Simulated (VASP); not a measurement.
# SrCl2 (Fm-3m) in VASP: further runs

The runs below take SrCl2 through single point, relaxation of cell and atoms, with PBE+D3(BJ).

Everything below comes from runs of VASP 6.6.1. Logs are shortened: lines on timing, memory, paths and dates and some standing lists are left out, and cuts for length are marked.

## 1. Starting point

Symmetry: Fm-3m, No. 225, cubic system. The conventional cell has a = 6.959 Å, b = 6.959 Å, c = 6.959 Å, α = 90.00°, β = 90.00°, γ = 90.00°. Around Sr (site symmetry m-3m) lie 8 Cl at 3.01 Å. Around Cl (site symmetry -43m) lie 4 Sr at 3.01 Å.

The cell is a database's computed one.

## 2. Single point, PBE+D3(BJ)

File INCAR:

```
ALGO = Normal ; EDIFF = 1E-6
ENCUT = 520 ; GGA = PE
ISIF = 2 ; ISMEAR = 0
IVDW = 12 ; LASPH = T
LCHARG = F ; LREAL = F
LWAVE = F ; NBANDS = 19
NELM = 60 ; PREC = Accurate
SIGMA = 0.02
```

File KPOINTS:

```
k-points
0
Gamma
  6 6 6
```

File POSCAR:

```
SrCl2
1.0
    0.0000000000      3.4794182842      3.4794182842
    3.4794182842      0.0000000000      3.4794182842
    3.4794182842      3.4794182842      0.0000000000
Sr Cl
1 2
Direct
    0.0000000000      0.0000000000      0.0000000000
    0.7500000000      0.7500000000      0.7500000000
    0.2500000000      0.2500000000      0.2500000000
```

Potentials or basis: VASP PAW PBE potentials, release 64 (Sr_sv, Cl).

The run is started by

```console
> cat potpaw_PBE.64/Sr_sv/POTCAR potpaw_PBE.64/Cl/POTCAR > POTCAR
> mpirun -np 1 vasp_std > vasp.out
```

OUTCAR:

```text
EDIFF = 1E-6
   ENCUT = 520
   GGA = PE
   ISIF = 2
   ISMEAR = 0
   IVDW = 12
   LASPH = T
   LREAL = F
   NELM = 60
   PREC = Accurate
 IVDW          = 12

 ion  position               nearest neighbor table
   1  0.000  0.000  0.000-   2 3.01   2 3.01   3 3.01   3 3.01   2 3.01   2 3.01   3 3.01   3 3.01

   2  0.750  0.750  0.750-   1 3.01   1 3.01   1 3.01   1 3.01
   3  0.250  0.250  0.250-   1 3.01   1 3.01   1 3.01   1 3.01

  LATTYP: Found a face centered cubic cell.
 ALAT       =     6.9588365684

  Lattice vectors:

 A1 = (   0.0000000000,   3.4794182842,   3.4794182842)
 A2 = (   3.4794182842,   0.0000000000,   3.4794182842)
 A3 = (   3.4794182842,   3.4794182842,   0.0000000000)

Analysis of symmetry for initial positions (statically):
=====================================================================
 Subroutine PRICEL returns:
 Original cell was already a primitive cell.

 Routine SETGRP: Setting up the symmetry group for a
 face centered cubic supercell.

 Subroutine GETGRP returns: Found 48 space group operations
 (whereof 48 operations were pure point group operations)
 out of a pool of 48 trial point group operations.

The static configuration has the point symmetry O_h .

Analysis of symmetry for dynamics (positions and initial velocities):
=====================================================================
 Subroutine PRICEL returns:
 Original cell was already a primitive cell.

 Routine SETGRP: Setting up the symmetry group for a
 face centered cubic supercell.

 Subroutine GETGRP returns: Found 48 space group operations
 (whereof 48 operations were pure point group operations)
 out of a pool of 48 trial point group operations.

The dynamic configuration has the point symmetry O_h .

 Subroutine INISYM returns: Found 48 space group operations
 (whereof 48 operations are pure point group operations),
 and found     1 'primitive' translations

----------------------------------------------------------------------------------------

                                     Primitive cell

  volume of cell :      84.2461

  direct lattice vectors                    reciprocal lattice vectors
     0.000000000  3.479418284  3.479418284    -0.143702182  0.143702182  0.143702182
     3.479418284  0.000000000  3.479418284     0.143702182 -0.143702182  0.143702182
     3.479418284  3.479418284  0.000000000     0.143702182  0.143702182 -0.143702182

  length of vectors
     4.920640527  4.920640527  4.920640527     0.248899481  0.248899481  0.248899481

  position of ions in fractional coordinates (direct lattice)
     0.000000000  0.000000000  0.000000000
     0.750000000  0.750000000  0.750000000
     0.250000000  0.250000000  0.250000000

  ion indices of the primitive-cell ions
   primitive index   ion index
                 1           1
                 2           2
                 3           3

----------------------------------------------------------------------------------------

 KPOINTS: k-points

Automatic generation of k-mesh.
 Grid dimensions read from file:
 generate k-points for:    6    6    6

 Generating k-lattice:

  Cartesian coordinates                     Fractional coordinates (reciprocal lattice)
    -0.023950364  0.023950364  0.023950364     0.166666667  0.000000000  0.000000000
     0.023950364 -0.023950364  0.023950364     0.000000000  0.166666667  0.000000000
     0.023950364  0.023950364 -0.023950364     0.000000000  0.000000000  0.166666667

  Length of vectors
     0.041483247  0.041483247  0.041483247

  Shift w.r.t. Gamma in fractional coordinates (k-lattice)
     0.000000000  0.000000000  0.000000000

 Subroutine IBZKPT returns following result:
 ===========================================

 Found     16 irreducible k-points:

 Following reciprocal coordinates:
            Coordinates               Weight
  0.000000  0.000000  0.000000      1.000000
  0.166667  0.000000  0.000000      8.000000
  0.333333  0.000000  0.000000      8.000000
  0.500000  0.000000  0.000000      4.000000
  0.166667  0.166667  0.000000      6.000000
  0.333333  0.166667  0.000000     24.000000
[... 8 lines left out ...]
 -0.333333  0.333333  0.166667     24.000000
 -0.333333  0.500000  0.166667     12.000000
   k-points           NKPTS =     16   k-points in BZ     NKDIM =     16   number of bands    NBANDS=     19
   number of dos      NEDOS =    301   number of ions     NIONS =      3
   total plane-waves  NPLWV =  64000
   dimension x,y,z NGX =    40 NGY =   40 NGZ =   40
   dimension x,y,z NGXF=    80 NGYF=   80 NGZF=   80
   ions per type =               1   2
   NGX,Y,Z   is equivalent  to a cutoff of  13.51, 13.51, 13.51 a.u.
   NGXF,Y,Z  is equivalent  to a cutoff of  27.03, 27.03, 27.03 a.u.
 SYSTEM =  unknown system
   PREC   = accura    normal or accurate (medium, high low for compatibility)
   ISTART =      0    job   : 0-new  1-cont  2-samecut
   ICHARG =      2    charge: 1-file 2-atom 10-const
   ISPIN  =      1    spin polarized calculation?
   LNONCOLLINEAR =      F non collinear calculations
   LSORBIT =      F    spin-orbit coupling
   LASPH  =      T    aspherical Exc in radial PAW
   ENCUT  =  520.0 eV  38.22 Ry    6.18 a.u.   9.15  9.15  9.15*2*pi/ulx,y,z
   NELM   =     60;   NELMIN=  2; NELMDL= -5     # of ELM steps
   EDIFF  = 0.1E-05   stopping-criterion for ELM
   LREAL  =      F    real-space projection
   EDIFFG = 0.1E-04   stopping-criterion for IOM
   NSW    =      0    number of steps for IOM
   IBRION =     -1    ionic relax: 0-MD 1-quasi-New 2-CG
   NFREE  =      0    steps in history (QN), initial steepest desc. (CG)
   ISIF   =      2    stress and relaxation
   ISYM   =      2    0-nonsym 1-usesym 2-fastsym
   POTIM  = 0.5000    time-step for ionic-motion
   TEBEG  =    0.0;   TEEND  =   0.0 temperature during run
   PSTRESS=    0.0 pullay stress
   NELECT =      24.0000    total number of electrons
   NUPDOWN=      -1.0000    fix difference up-down
   EMIN   =  10.00;   EMAX   =-10.00  energy-range for DOS
   EFERMI =   0.00;   METHOD = LEGACY
   ISMEAR =     0;   SIGMA  =   0.02  broadening in eV -4-tet -1-fermi 0-gaus
   EFERMI_NEDOS =   21; number of points for ismear=-14 and -15
   IALGO  =     38    algorithm
   IMIX   =      4    mixing-type and parameters
     AMIX     =   0.40;   BMIX     =  1.00
     AMIX_MAG =   1.60;   BMIX_MAG =  1.00
  volume/ion in A,a.u.               =      28.08       189.51
  Fermi-wavevector in a.u.,A,eV,Ry     =   1.077197  2.035608 15.787576  1.160354
  Thomas-Fermi vector in A             =   2.213103
   LORBIT       =      0    0 simple, 1 ext, 2 COOP (PROOUT), +10 PAW based schemes
   GGA     = PE    functional components
   LHFCALC =     F    Hartree Fock is set to
   AEXX    =    0.0000 exact exchange contribution
   IVDW    =    12    specifies the selected vdW correction
   LEPSILON=     F    determine dielectric tensor
   LRPA    =     F    only Hartree local field effects (RPA)
 non-spin polarized calculation
 Gauss-broadening in eV      SIGMA  =   0.02
  energy-cutoff  :      520.00
  volume of cell :       84.25
 maximum number of plane-waves:      2285
 NGX is ok and might be reduce to    40
   NGX = 19   NGY = 19   NGZ = 19

 number of electron      24.0000003 magnetization

 Free energy of the ion-electron system (eV)
  ---------------------------------------------------
  ext. energy  EPLUGINS =         0.00000000
  ---------------------------------------------------
  free energy    TOTEN  =       -12.77714997 eV

  energy without entropy =      -12.77714997  energy(sigma->0) =      -12.77714997

 E-fermi :   0.2872     XC(G=0):  -8.3162

 val. band max:        0.2034256942   @ k =   0.5000   0.5000   0.0000
 cond. band min:       5.5712803501   @ k =   0.0000   0.0000   0.0000
 fundamental gap:      5.3678546559
 Fermi energy:         0.2871613159

 k-point     1 :       0.0000    0.0000    0.0000
  band No.  band energies     occupation
      1     -32.6582      2.00000
      2     -14.6533      2.00000
      3     -14.6533      2.00000
      4     -14.6533      2.00000
      5     -13.1259      2.00000
      6     -12.2601      2.00000
[... 11 lines left out ...]
     18       9.2519      0.00000
     19       9.5636      0.00000

 k-point     2 :       0.1667    0.0000    0.0000
  band No.  band energies     occupation
      1     -32.6573      2.00000
      2     -14.7462      2.00000
      3     -14.6569      2.00000
      4     -14.6569      2.00000
      5     -12.9695      2.00000
      6     -12.3179      2.00000
[... 11 lines left out ...]
     18       8.9761      0.00000
     19      10.0827      0.00000

 k-point     3 :       0.3333    0.0000    0.0000
  band No.  band energies     occupation
      1     -32.6557      2.00000
      2     -14.8915      2.00000
      3     -14.6641      2.00000
      4     -14.6641      2.00000
      5     -12.7508      2.00000
      6     -12.3702      2.00000
[... 11 lines left out ...]
     18       8.8188      0.00000
     19       9.3493      0.00000

 k-point     4 :       0.5000    0.0000    0.0000
  band No.  band energies     occupation
      1     -32.6548      2.00000
      2     -14.9509      2.00000
      3     -14.6676      2.00000
      4     -14.6676      2.00000
      5     -12.7208      2.00000
      6     -12.3252      2.00000
[... 231 lines left out ...]
     18       8.9695      0.00000
     19      10.0438      0.00000

 k-point    15 :      -0.3333    0.3333    0.1667
  band No.  band energies     occupation
      1     -32.6540      2.00000
      2     -14.8865      2.00000
      3     -14.8171      2.00000
      4     -14.6807      2.00000
      5     -12.5108      2.00000
      6     -12.4152      2.00000
[... 11 lines left out ...]
     18       9.4078      0.00000
     19      10.1314      0.00000

 k-point    16 :      -0.3333    0.5000    0.1667
  band No.  band energies     occupation
      1     -32.6537      2.00000
      2     -14.9407      2.00000
      3     -14.7776      2.00000
      4     -14.6878      2.00000
      5     -12.5047      2.00000
      6     -12.3918      2.00000
[... 11 lines left out ...]
     18       9.8124      0.00000
     19      10.2499      0.00000

------------------------ aborting loop because EDIFF is reached ----------------------------------------

 Edisp (eV)   -0.66963

 E8    (eV) :    -0.2898

  FORCE on cell =-STRESS in cart. coord.  units (eV):
  Direction    XX          YY          ZZ          XY          YZ          ZX
  --------------------------------------------------------------------------------------
  -------------------------------------------------------------------------------------
  Total       0.02850     0.02850     0.02850     0.00000     0.00000     0.00000
  in kB       0.54202     0.54202     0.54202     0.00000     0.00000     0.00000
  external pressure =        0.54 kB  Pullay stress =        0.00 kB

 VOLUME and BASIS-vectors are now :
 -----------------------------------------------------------------------------
  energy-cutoff  :      520.00
  volume of cell :       84.25
      direct lattice vectors                 reciprocal lattice vectors
     0.000000000  3.479418284  3.479418284    -0.143702182  0.143702182  0.143702182
     3.479418284  0.000000000  3.479418284     0.143702182 -0.143702182  0.143702182
     3.479418284  3.479418284  0.000000000     0.143702182  0.143702182 -0.143702182

 POSITION                                       TOTAL-FORCE (eV/Angst)
 -----------------------------------------------------------------------------------
      0.00000      0.00000      0.00000        -0.000000      0.000000     -0.000000
      5.21913      5.21913      5.21913        -0.000000     -0.000000     -0.000000
      1.73971      1.73971      1.73971         0.000000      0.000000      0.000000
 -----------------------------------------------------------------------------------
    total drift:                               -0.000000     -0.000000      0.000000

  FREE ENERGIE OF THE ION-ELECTRON SYSTEM (eV)
  ---------------------------------------------------
  free  energy   TOTEN  =       -13.4467763672 eV

  energy  without entropy=      -13.4467763672  energy(sigma->0) =      -13.44677637
```

Wall time 23 s (1 thread of Intel Xeon Platinum 8488C (Sapphire Rapids), shared host); peak memory 0.24 GiB.

What came out:

- Free energy: -13.4468 eV
- Pressure: 0.1 GPa
- Band gap on the k mesh: 5.37 eV, indirect (least direct gap 5.50 eV)
- Dispersion energy per atom: -0.223 eV

Levels at points of the mesh, in eV from the valence-band top:
| k point | band 9 | band 10 | band 11 | band 12 | band 13 | band 14 | band 15 | band 16 |
| --- | --- | --- | --- | --- | --- | --- | --- | --- |
| (0.00, 0.00, 0.00) | -2.15 | -0.34 | -0.34 | -0.34 | 5.37 | 6.09 | 6.09 | 9.05 |
| (0.50, 0.00, 0.00) | -1.51 | -1.33 | -1.06 | -1.06 | 6.72 | 6.72 | 7.53 | 7.88 |
| (0.50, 0.50, 0.00) | -1.90 | -0.41 | -0.41 | 0.00 | 5.50 | 7.06 | 7.62 | 8.03 |

A k mesh can miss the band edges. As with any semilocal functional, this PBE gap is likely too small.

## 3. Relaxation of cell and atoms, PBE+D3(BJ)

This run uses another cell than the first one, of 28.58 Å³/atom, 1.018 times its volume.

File INCAR:

```
ALGO = Normal ; EDIFF = 1E-6
EDIFFG = -0.01 ; ENCUT = 600
GGA = PE ; IBRION = 2
ISIF = 3 ; ISMEAR = 0
IVDW = 12 ; LASPH = T
LCHARG = F ; LREAL = F
LWAVE = F ; NELM = 60
NSW = 100 ; PREC = Accurate
SIGMA = 0.02
```

KPOINTS is that of step 2.

File POSCAR:

```
SrCl2
1.0
    0.0000000000      3.4997472800      3.4997472800
    3.4997472800      0.0000000000      3.4997472800
    3.4997472800      3.4997472800      0.0000000000
Sr Cl
1 2
Direct
    0.0000000000      0.0000000000      0.0000000000
    0.7500000000      0.7500000000      0.7500000000
    0.2500000000      0.2500000000      0.2500000000
```

Potentials or basis: VASP PAW PBE potentials, release 64 (Sr_sv, Cl).

The run is started by

```console
> cat potpaw_PBE.64/Sr_sv/POTCAR potpaw_PBE.64/Cl/POTCAR > POTCAR
> mpirun -np 1 vasp_std > vasp.out
```

It took 38 s on 1 thread of Intel Xeon Platinum 8488C (Sapphire Rapids), shared host; peak memory 0.25 GiB.

Results (log left out):

```yaml
Free_energy: -13.4472 eV
Relaxed_volume: 28.19 Å³/atom
Relaxed_cell: a = 4.927 Å, b = 4.927 Å, c = 4.927 Å, α = 60.00°, β = 60.00°, γ = 60.00°
Space_group_after_relaxing_to_0.05_Å: Fm-3m (No. 225)
Energy_gained_by_relaxing: 0.7 meV/atom
Ionic_steps: 2
Pressure_after_relaxing: 0.0 GPa
Band_gap_on_the_k_mesh: 5.35 eV, indirect (least direct gap 5.50 eV)
Dispersion_energy_per_atom: -0.222 eV
```

Step by step:
| step | energy change (eV) | largest force (eV/Å) | pressure (GPa) | volume (Å³) |
| --- | --- | --- | --- | --- |
| 1 | 0.0000 | 0.0000 | -0.53 | 85.73 |
| 2 | -0.0021 | 0.0000 | -0.04 | 84.57 |

Final structure:
```yaml
crystal:
  lattice:
    - [0.00000, 3.48386, 3.48386]
    - [3.48386, 0.00000, 3.48386]
    - [3.48386, 3.48386, 0.00000]
  atoms:
    - { symbol: Sr, position: [0.00000, 0.00000, 0.00000] }
    - { symbol: Cl, position: [0.75000, 0.75000, 0.75000] }
    - { symbol: Cl, position: [0.25000, 0.25000, 0.25000] }
```

Levels at points of the mesh, in eV from the valence-band top:
| k point | band 9 | band 10 | band 11 | band 12 | band 13 | band 14 | band 15 | band 16 |
| --- | --- | --- | --- | --- | --- | --- | --- | --- |
| (0.00, 0.00, 0.00) | -2.14 | -0.34 | -0.34 | -0.34 | 5.35 | 6.10 | 6.10 | 9.04 |
| (0.50, 0.00, 0.00) | -1.50 | -1.32 | -1.05 | -1.05 | 6.72 | 6.72 | 7.52 | 7.88 |
| (0.50, 0.50, 0.00) | -1.89 | -0.41 | -0.41 | 0.00 | 5.50 | 7.05 | 7.61 | 8.02 |

A k mesh can miss the band edges. As with any semilocal functional, this PBE gap is likely too small.

## 4. Single point, PBE+D3(BJ)

This run uses another cell than the first one, of 28.58 Å³/atom, 1.018 times its volume.

File INCAR:

```
SYSTEM = SrCl2
PREC = Accurate
ENCUT = 520
EDIFF = 1E-6
ISMEAR = 0
SIGMA = 0.1
LREAL = .FALSE.
LASPH = .TRUE.
NELM = 60
ALGO = Fast
ISIF = 2
LWAVE = .FALSE.
LCHARG = .TRUE.
GGA = PE
IVDW = 12
LELF = .TRUE.
LVHAR = .TRUE.
NBANDS = 19
```

File KPOINTS:

```
Automatic mesh
0
G
  4 4 4
  0 0 0
```

POSCAR is that of step 3.

The run is started by

```console
> cat potpaw_PBE.64/Sr_sv/POTCAR potpaw_PBE.64/Cl/POTCAR > POTCAR
> mpirun -np 1 vasp_std > vasp.out
```

Run time: 18 s. Hardware: 1 thread of Intel Xeon Platinum 8488C (Sapphire Rapids), shared host; peak memory 0.24 GiB.

Results (log left out):

| Item | Value |
| --- | --- |
| Free energy | -13.4449 eV |
| Pressure | -0.6 GPa |
| Band gap on the k mesh | 5.30 eV, indirect (least direct gap 5.51 eV) |
| Dispersion energy per atom | -0.219 eV |

Levels at points of the mesh, in eV from the valence-band top:
```csv
k point,band 8,band 9,band 10,band 11,band 12,band 13,band 14,band 15,band 16,band 17
"(0.00, 0.00, 0.00)",-2.09,-2.09,-0.33,-0.33,-0.33,5.30,6.10,6.10,9.02,9.02
"(0.50, 0.00, 0.00)",-1.54,-1.48,-1.30,-1.03,-1.03,6.70,6.70,7.47,7.86,8.57
"(0.50, 0.50, 0.00)",-1.85,-1.85,-0.40,-0.40,0.00,5.51,7.01,7.58,7.98,7.98
```

## 5. Summary

| task | cell | k mesh | cutoff (eV) | smearing | gap on the mesh (eV) | pressure (GPa) |
| --- | --- | --- | --- | --- | --- | --- |
| single point | Fm-3m, 28.08 Å³/atom | 6 × 6 × 6 | 520 | gaussian 0.02 eV | 5.37 | 0.1 |
| relaxation of cell and atoms | relaxed | 6 × 6 × 6 | 600 | gaussian 0.02 eV | 5.35 | 0.0 |
| single point | Fm-3m, 28.58 Å³/atom | 4 × 4 × 4 | 520 | gaussian 0.1 eV | 5.30 | -0.6 |

Alike in all rows: level PBE+D3(BJ); potentials or basis VASP PAW PBE potentials, release 64 (Sr_sv, Cl); no spin polarisation.

Absolute energies hang on the potentials; compare differences alone.
